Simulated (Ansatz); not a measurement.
## CoO in Ansatz: the effect of strain

Crystal: CoO.

```
CELL_PARAMETERS angstrom
2.85673 0.00000 0.00000
-1.42837 2.44951 0.00000
0.00000 0.00000 2.72172
ATOMIC_POSITIONS crystal
Co 0.00000 0.00000 0.50000
O 0.66667 0.33333 0.00000
```

The cell was built by a generator and needn't be a form met in nature.

The cell isn't the ideal one: strained by +1 %.

Alike in all runs:

* Program: Ansatz 0.2.0
* Task: relaxation of the atoms
* Functional: PBE
* Potentials or basis: Ansatz PAW
* Cutoff: 420 eV (not typed: the program's choice for these potentials)
* k mesh: 8 × 8 × 7
* Occupations: fermi-dirac, width 0.05 eV
* Spin: collinear spin, ferromagnetic start
* Starting moments: [2.0, 0.0] μB

Each run relaxes the cell or the atoms first.

| strain | pressure (GPa) |
| --- | --- |
| 0.01 | -1.7 |
| 0.02 | ? |
| 0.04 | -5.8 |

Problem. What does the run with strain 0.02 give?

Solution. Pressure -3.2 GPa.

Caveats: a cell with one magnetic atom can't hold antiferromagnetic order, which such compounds often take; the thresholds are loose for stress.
